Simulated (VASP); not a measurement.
# ZnO (zincite) (P6_3mc) in VASP: a series of runs

One crystal, ZnO (zincite), is run at these levels: r2SCAN; tasks: relaxation of cell and atoms, relaxation of shape and atoms at fixed volume.

Everything below comes from runs of VASP 6.6.1. Logs are shortened: lines on timing, memory, paths and dates and some standing lists are left out, and cuts for length are marked.

## (1) The crystal as given

It takes space group P6_3mc (No. 186, hexagonal). The conventional cell has a = 3.249 Å, b = 3.249 Å, c = 5.206 Å, α = 90.00°, β = 90.00°, γ = 120.00°. Zn (site symmetry 3m) has 4 O at 1.97 to 1.98 Å as nearest neighbours. Around O (site symmetry 3m) lie 4 Zn at 1.97 to 1.98 Å.

## (2) Relaxation of cell and atoms, r2SCAN

INCAR reads:

```
SYSTEM = ZnO
PREC = Accurate
ENCUT = 600
EDIFF = 1E-6
ISMEAR = 0
SIGMA = 0.03
LREAL = .False.
LASPH = .True.
NELM = 80
ALGO = Normal
ISIF = 3
LWAVE = .False.
LCHARG = .False.
METAGGA = R2SCAN
LMIXTAU = .True.
IBRION = 2
NSW = 90
EDIFFG = -0.01
```

KPOINTS reads:

```
regular mesh
0
Gamma
  9 9 5
  0 0 0
```

POSCAR reads:

```
ZnO
1.0
    3.2493080000      0.0000000000      0.0000000000
   -1.6246540000      2.8139832727      0.0000000000
    0.0000000000      0.0000000000      5.2057090000
Zn O
2 2
Direct
    0.3333333333      0.6666666667      0.5000000000
    0.6666666667      0.3333333333      0.0000000000
    0.6666666667      0.3333333333      0.3790100000
    0.3333333333      0.6666666667      0.8790100000
```

Potentials or basis: VASP PAW PBE potentials, release 64 (Zn, O).

Launch:

```bash
$ cat potpaw_PBE.64/Zn/POTCAR potpaw_PBE.64/O/POTCAR > POTCAR
$ mpirun -np 1 vasp_std > vasp.out
```

OUTCAR:

```text
SYSTEM = ZnO
   PREC = Accurate
   ENCUT = 600
   EDIFF = 1E-6
   ISMEAR = 0
   LREAL = .False.
   LASPH = .True.
   NELM = 80
   ISIF = 3
   METAGGA = R2SCAN
   IBRION = 2
   NSW = 90
   EDIFFG = -0.01

 ion  position               nearest neighbor table
   1  0.333  0.667  0.500-   4 1.97   3 1.98   3 1.98   3 1.98
   2  0.667  0.333  0.000-   3 1.97   4 1.98   4 1.98   4 1.98
   3  0.667  0.333  0.379-   2 1.97   1 1.98   1 1.98   1 1.98
   4  0.333  0.667  0.879-   1 1.97   2 1.98   2 1.98   2 1.98

  LATTYP: Found a hexagonal cell.
 ALAT       =     3.2493080000
 C/A-ratio  =     1.6020977390

  Lattice vectors:

 A1 = (   3.2493080000,   0.0000000000,   0.0000000000)
 A2 = (  -1.6246540000,   2.8139832727,   0.0000000000)
 A3 = (   0.0000000000,   0.0000000000,   5.2057090000)

Analysis of symmetry for initial positions (statically):
=====================================================================
 Subroutine PRICEL returns:
 Original cell was already a primitive cell.

 Routine SETGRP: Setting up the symmetry group for a
 hexagonal supercell.

 Subroutine GETGRP returns: Found 12 space group operations
 (whereof  6 operations were pure point group operations)
 out of a pool of 24 trial point group operations.

The static configuration has the point symmetry C_3v.
 The point group associated with its full space group is C_6v.

Analysis of symmetry for dynamics (positions and initial velocities):
=====================================================================
 Subroutine PRICEL returns:
 Original cell was already a primitive cell.

 Routine SETGRP: Setting up the symmetry group for a
 hexagonal supercell.

 Subroutine GETGRP returns: Found 12 space group operations
 (whereof  6 operations were pure point group operations)
 out of a pool of 24 trial point group operations.

The dynamic configuration has the point symmetry C_3v.
 The point group associated with its full space group is C_6v.

 Subroutine INISYM returns: Found 12 space group operations
 (whereof  6 operations are pure point group operations),
 and found     1 'primitive' translations

----------------------------------------------------------------------------------------

                                     Primitive cell

  volume of cell :      47.5984

  direct lattice vectors                    reciprocal lattice vectors
     3.249308000  0.000000000  0.000000000     0.307757836  0.177684070  0.000000000
    -1.624654000  2.813983273  0.000000000     0.000000000  0.355368139  0.000000000
     0.000000000  0.000000000  5.205709000     0.000000000  0.000000000  0.192096792

  length of vectors
     3.249308000  3.249308000  5.205709000     0.355368139  0.355368139  0.192096792

  position of ions in fractional coordinates (direct lattice)
     0.333333333  0.666666667  0.500000000
     0.666666667  0.333333333  0.000000000
     0.666666667  0.333333333  0.379010000
     0.333333333  0.666666667  0.879010000

  ion indices of the primitive-cell ions
   primitive index   ion index
                 1           1
                 2           2
                 3           3
                 4           4

----------------------------------------------------------------------------------------

 KPOINTS: regular mesh

Automatic generation of k-mesh.
 Grid dimensions read from file:
 generate k-points for:    9    9    5

 Generating k-lattice:

  Cartesian coordinates                     Fractional coordinates (reciprocal lattice)
     0.034195315  0.019742674  0.000000000     0.111111111  0.000000000  0.000000000
     0.000000000  0.039485349  0.000000000     0.000000000  0.111111111  0.000000000
     0.000000000  0.000000000  0.038419358     0.000000000  0.000000000  0.200000000

  Length of vectors
     0.039485349  0.039485349  0.038419358

  Shift w.r.t. Gamma in fractional coordinates (k-lattice)
     0.000000000  0.000000000  0.000000000

 Subroutine IBZKPT returns following result:
 ===========================================

 Found     36 irreducible k-points:

 Following reciprocal coordinates:
            Coordinates               Weight
  0.000000  0.000000  0.000000      1.000000
  0.111111  0.000000  0.000000      6.000000
  0.222222  0.000000  0.000000      6.000000
  0.333333  0.000000  0.000000      6.000000
  0.444444  0.000000  0.000000      6.000000
  0.111111  0.111111  0.000000      6.000000
[... 16 lines left out ...]
  0.333333  0.222222  0.200000     24.000000
  0.333333  0.333333  0.200000      4.000000
 [... further k-points ...]
   k-points           NKPTS =     36   k-points in BZ     NKDIM =     36   number of bands    NBANDS=     22
   number of dos      NEDOS =    301   number of ions     NIONS =      4
   total plane-waves  NPLWV =  32928
   dimension x,y,z NGX =    28 NGY =   28 NGZ =   42
   dimension x,y,z NGXF=    56 NGYF=   56 NGZF=   84
   ions per type =               2   2
   NGX,Y,Z   is equivalent  to a cutoff of  14.33, 14.33, 13.41 a.u.
   NGXF,Y,Z  is equivalent  to a cutoff of  28.65, 28.65, 26.83 a.u.
 SYSTEM =  ZnO
   PREC   = accura    normal or accurate (medium, high low for compatibility)
   ISTART =      0    job   : 0-new  1-cont  2-samecut
   ICHARG =      2    charge: 1-file 2-atom 10-const
   ISPIN  =      1    spin polarized calculation?
   LNONCOLLINEAR =      F non collinear calculations
   LSORBIT =      F    spin-orbit coupling
   LASPH  =      T    aspherical Exc in radial PAW
   ENCUT  =  600.0 eV  44.10 Ry    6.64 a.u.   6.49  6.49 10.40*2*pi/ulx,y,z
   NELM   =     80;   NELMIN=  2; NELMDL= -5     # of ELM steps
   EDIFF  = 0.1E-05   stopping-criterion for ELM
   LREAL  =      F    real-space projection
   EDIFFG = -.1E-01   stopping-criterion for IOM
   NSW    =     90    number of steps for IOM
   IBRION =      2    ionic relax: 0-MD 1-quasi-New 2-CG
   NFREE  =      1    steps in history (QN), initial steepest desc. (CG)
   ISIF   =      3    stress and relaxation
   ISYM   =      2    0-nonsym 1-usesym 2-fastsym
   POTIM  = 0.5000    time-step for ionic-motion
   TEBEG  =    0.0;   TEEND  =   0.0 temperature during run
   PSTRESS=    0.0 pullay stress
   NELECT =      36.0000    total number of electrons
   NUPDOWN=      -1.0000    fix difference up-down
   EMIN   =  10.00;   EMAX   =-10.00  energy-range for DOS
   EFERMI =   0.00;   METHOD = LEGACY
   ISMEAR =     0;   SIGMA  =   0.03  broadening in eV -4-tet -1-fermi 0-gaus
   EFERMI_NEDOS =   21; number of points for ismear=-14 and -15
   IALGO  =     38    algorithm
   IMIX   =      4    mixing-type and parameters
     AMIX     =   0.40;   BMIX     =  1.00
     AMIX_MAG =   1.60;   BMIX_MAG =  1.00
  volume/ion in A,a.u.               =      11.90        80.30
  Fermi-wavevector in a.u.,A,eV,Ry     =   1.491574  2.818667 30.270160  2.224794
  Thomas-Fermi vector in A             =   2.604212
   LORBIT       =      0    0 simple, 1 ext, 2 COOP (PROOUT), +10 PAW based schemes
   METAGGA = R2SCAN    functional components
   LHFCALC =     F    Hartree Fock is set to
   AEXX    =    0.0000 exact exchange contribution
   IVDW    =     0    specifies the selected vdW correction
   LEPSILON=     F    determine dielectric tensor
   LRPA    =     F    only Hartree local field effects (RPA)
 conjugate gradient relaxation of ions
 non-spin polarized calculation
 Gauss-broadening in eV      SIGMA  =   0.03
  energy-cutoff  :      600.00
  volume of cell :       47.60
 maximum number of plane-waves:      1605
 NGX is ok and might be reduce to    28
   NGX = 13   NGY = 13   NGZ = 21

--------------------------------------- Ionic step        1  -------------------------------------------

 number of electron      36.0000008 magnetization

 Free energy of the ion-electron system (eV)
  ---------------------------------------------------
  ext. energy  EPLUGINS =         0.00000000
  ---------------------------------------------------
  free energy    TOTEN  =       -36.32291403 eV

  energy without entropy =      -36.32291403  energy(sigma->0) =      -36.32291403

------------------------ aborting loop because EDIFF is reached ----------------------------------------

  FORCE on cell =-STRESS in cart. coord.  units (eV):
  Direction    XX          YY          ZZ          XY          YZ          ZX
  --------------------------------------------------------------------------------------
  -------------------------------------------------------------------------------------
  Total       -0.2811065     -0.2811065      0.1708797      0.0000000      0.0000000      0.0000000
  in kB       -9.4621356     -9.4621356      5.7518657      0.0000000      0.0000000      0.0000000
  external PRESSURE =      -4.3908018 kB  Pullay stress =       0.0000000 kB
[... 213 lines left out ...]
  energy  without entropy=      -36.3241479186  energy(sigma->0) =      -36.32414792

--------------------------------------- Ionic step        7  -------------------------------------------

 number of electron      36.0000008 magnetization

 Free energy of the ion-electron system (eV)
  ---------------------------------------------------
  ext. energy  EPLUGINS =         0.00000000
  ---------------------------------------------------
  free energy    TOTEN  =       -36.32416049 eV

  energy without entropy =      -36.32416049  energy(sigma->0) =      -36.32416049

 E-fermi :   1.0700     XC(G=0): -11.6774

 val. band max:        0.8715893300   @ k =   0.0000   0.0000   0.0000
 cond. band min:       2.1004200015   @ k =   0.0000   0.0000   0.0000
 fundamental gap:      1.2288306715
 Fermi energy:         1.0700249575

 k-point     1 :       0.0000    0.0000    0.0000
  band No.  band energies     occupation
      1     -18.2327      2.00000
      2     -17.5428      2.00000
      3      -4.9614      2.00000
      4      -4.9613      2.00000
      5      -4.9041      2.00000
      6      -4.8385      2.00000
[... 574 lines left out ...]
      6      -4.3709      2.00000
[... 14 lines left out ...]
     21       9.3487      0.00000
     22       9.5138      0.00000

 [... further k-points ...]

------------------------ aborting loop because EDIFF is reached ----------------------------------------

  FORCE on cell =-STRESS in cart. coord.  units (eV):
  Direction    XX          YY          ZZ          XY          YZ          ZX
  --------------------------------------------------------------------------------------
  -------------------------------------------------------------------------------------
  Total       -0.0108215     -0.0108215     -0.0091997      0.0000000     -0.0000000      0.0000000
  in kB       -0.3652569     -0.3652569     -0.3105166      0.0000000     -0.0000000      0.0000000
  external PRESSURE =      -0.3470101 kB  Pullay stress =       0.0000000 kB
[... 19 lines left out ...]
  FREE ENERGIE OF THE ION-ELECTRON SYSTEM (eV)
  ---------------------------------------------------
  free  energy   TOTEN  =       -36.3241604869 eV

  energy  without entropy=      -36.3241604869  energy(sigma->0) =      -36.32416049

 reached required accuracy - stopping structural energy minimisation
```

Wall time 22 min (1 thread of Intel Xeon Platinum 8375C at 2.90GHz (Ice Lake), shared host); peak memory 0.22 GiB.

What came out:

- Free energy: -36.3242 eV
- Relaxed volume: 11.87 Å³/atom
- Relaxed cell: a = 3.241 Å, b = 3.241 Å, c = 5.217 Å, α = 90.00°, β = 90.00°, γ = 120.00°
- Space group after relaxing (to 0.05 Å): P6_3mc (No. 186)
- Energy gained by relaxing: 0.3 meV/atom
- Ionic steps: 7
- Pressure after relaxing: 0.0 GPa
- Largest force after relaxing: 0.009 eV/Å
- Band gap on the k mesh: 1.23 eV, direct

Forces on the atoms (eV/Å):
```
Zn   0.000  0.000  0.009
Zn   0.000  0.000  0.009
O    0.000  0.000 -0.009
O    0.000  0.000 -0.009
```

Step by step:
| step | energy change (eV) | largest force (eV/Å) | pressure (GPa) | volume (Å³) |
| --- | --- | --- | --- | --- |
| 1 | 0.0000 | 0.0657 | -0.44 | 47.60 |
| 2 | -0.0012 | 0.0287 | 0.27 | 47.37 |
| 3 | -0.0013 | 0.0078 | 0.12 | 47.42 |
| 4 | -0.0013 | 0.0029 | 0.07 | 47.44 |
| 5 | -0.0013 | 0.0046 | 0.11 | 47.43 |
| 6 | -0.0012 | 0.0103 | -0.06 | 47.48 |
| 7 | -0.0012 | 0.0092 | -0.03 | 47.47 |

Final structure:
```
Zn O
1.0
     3.24140    0.00000    0.00000
    -1.62070    2.80714    0.00000
     0.00000    0.00000    5.21680
Zn O
2 2
Direct
  0.33333 0.66667 0.49957
  0.66667 0.33333 0.99957
  0.66667 0.33333 0.37944
  0.33333 0.66667 0.87944
```

Caveat: the PAW data sets were made with another functional, which shifts forces and pressure a little. r2SCAN opens gaps a little over a GGA but as a rule still falls short of measured ones.

[end of part 1 of 2]
